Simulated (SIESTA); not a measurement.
Runs of SIESTA 5.4.2 on BeS. The structure is cubic, space group F-43m (No. 216). The conventional cell has a = 4.850 Å, b = 4.850 Å, c = 4.850 Å, α = 90.00°, β = 90.00°, γ = 90.00°. S (site symmetry -43m) is surrounded by 4 Be at 2.10 Å. Around Be (site symmetry -43m) lie 4 S at 2.10 Å. 

| task | level | potentials or basis | k mesh | broadening (eV) | window to (eV) | polarisation | direction | optical mesh offset | gap on the mesh (eV) | pressure (GPa) |
| --- | --- | --- | --- | --- | --- | --- | --- | --- | --- | --- |
| optical spectrum | PBE | PseudoDojo 0.4 standard (PBE files), DZP (energy shift 0.003 Ry; two zetas on semicore shells) | 9 × 9 × 9 | 0.2 eV | 30 eV | unpolarized | 0.0 0.0 1.0 | true | 3.16 | 1.9 |
| Wannier functions | LDA | PseudoDojo 0.4 standard (LDA files), DZP (energy shift 0.003 Ry; two zetas on semicore shells) | 7 × 7 × 7 | - | - | - | - | - | (a) | -3.8 |
| band structure | PBEsol | PseudoDojo 0.4 standard (PBEsol files), DZP (energy shift 0.003 Ry; two zetas on semicore shells) | 9 × 9 × 9 | - | - | - | - | - | 3.02 | -1.0 |
| band structure | LDA | PseudoDojo 0.4 standard (LDA files), DZP (energy shift 0.003 Ry; two zetas on semicore shells) | 9 × 9 × 9 | - | - | - | - | - | 3.02 | -3.8 |
| band structure | PBE | PseudoDojo 0.4 standard (PBE files), DZP (energy shift 0.003 Ry; two zetas on semicore shells) | 9 × 9 × 9 | - | - | - | - | - | 3.16 | 1.9 |

Alike in all rows: no spin polarisation; cell as given; smearing fermi-dirac 0.05 eV; grid cutoff 800 Ry; energy shift 0.003 Ry.

**Question.** Estimate the missing entries.

**Answer.** (a) 3.08.

Caveats: short orbitals over semicore shells can move pressures by several GPa; the basis of atomic orbitals isn't converged, which shifts pressures, moduli and gaps; the mesh misses the band edges, which the band path finds closer together (some runs); an odd mesh through Γ misses points on the zone boundary, where band edges often lie (some runs); the basis holds too few empty states to meet the f-sum rule, so the spectrum is short of weight at high energy (some runs); spectra need much finer meshes, so this one isn't converged (some runs); independent-particle spectra lack excitons (some runs).
